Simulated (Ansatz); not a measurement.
Set up this calculation in Ansatz 0.2.0, as the native input.

| Item | Value |
| --- | --- |
| Task | relaxation of cell and atoms |
| Functional | PBE |
| Potentials or basis | Ansatz PAW |
| Cutoff | 420 eV (not typed: the program's choice for these potentials) |
| k mesh | 11 × 11 × 11 |
| Occupations | fermi-dirac, width 0.05 eV |
| Spin | collinear spin, ferromagnetic start |
| Starting moments | [3.0, 0.0] μB |
| Hubbard terms | Fe d U = 6 eV |
| Hubbard projectors | ortho-atomic (the default) |
| Double counting | fll (the default) |

FeO:

```
Fe O
1.0
     0.00000    2.15540    2.15540
     2.15540    0.00000    2.15540
     2.15540    2.15540    0.00000
Fe O
1 1
Direct
  0.00000 0.00000 0.00000
  0.50000 0.50000 0.50000
```

These files were run (other wordings do the same):

input.yaml

```yaml
crystal:
  lattice:
    - [0.0, 2.15540016, 2.15540016]
    - [2.15540016, 0.0, 2.15540016]
    - [2.15540016, 2.15540016, 0.0]
  atoms:
    - { symbol: Fe, position: [0.0, 0.0, 0.0], spin: 3.0 }
    - { symbol: O, position: [0.5, 0.5, 0.5] }
hamiltonian:
  xc: pbe
  pseudopotentials: { kind: paw }
  hubbard: { sites: [{ species: Fe, l: d, u_eff: 6.0 }] }
magnetization:
  spin_polarized: true
kpoints:
  mp_grid: { grid: [11, 11, 11] }
scf:
  occupations: { method: fermi_dirac, width: 0.05 }
output:
  forces: true
  stress: true
  eigenvalues: true
relax:
  f_tol: 0.01
  max_steps: 40
  cell: { stress_tol: 0.05 }
```

Potentials or basis: Ansatz PAW.

Launch:

```console
$ ansatz run input.yaml --threads 2 --pin off --max-ram 5632MiB --backend cpu --events-out ev --progress --plain --runs-dir out
```

Results of the run:

```json
{
  "Relaxed volume": "10.92 Å³/atom",
  "Relaxed cell": "a = 3.158 Å, b = 3.150 Å, c = 3.158 Å, α = 60.08°, β = 57.69°, γ = 60.08°",
  "Space group after relaxing (to 0.05 Å)": "Immm (No. 71)",
  "Energy gained by relaxing": "694.3 meV/atom",
  "Ionic steps": "17",
  "Pressure after relaxing": "0.0 GPa",
  "Band gap on the k mesh": "0.92 eV, indirect (least direct gap 2.35 eV)",
  "Net moment": "4.00 μB per cell",
  "Absolute moment": "4.00 μB per cell",
  "Site moments": "Fe +3.54; O +0.14 μB"
}
```

Caveat: the magnetic or orbital state may not be the lowest; the electronic state changed during the relaxation; odd divisions of the mesh miss points on the zone boundary, where band edges often lie, so the gap on the mesh can be too wide; the plane-wave basis is chosen anew once the cell has moved, so the energies of steps on either side of that aren't comparable; the pressure holds a Pulay correction of +0.6 GPa for the finite cutoff; a cell with one magnetic atom can't hold antiferromagnetic order, which such compounds often take.

Wall time 110 s on 2 threads of Intel(R) Xeon(R) 6975P-C (Granite Rapids), with other jobs on the host, peak memory 1.1 GiB.
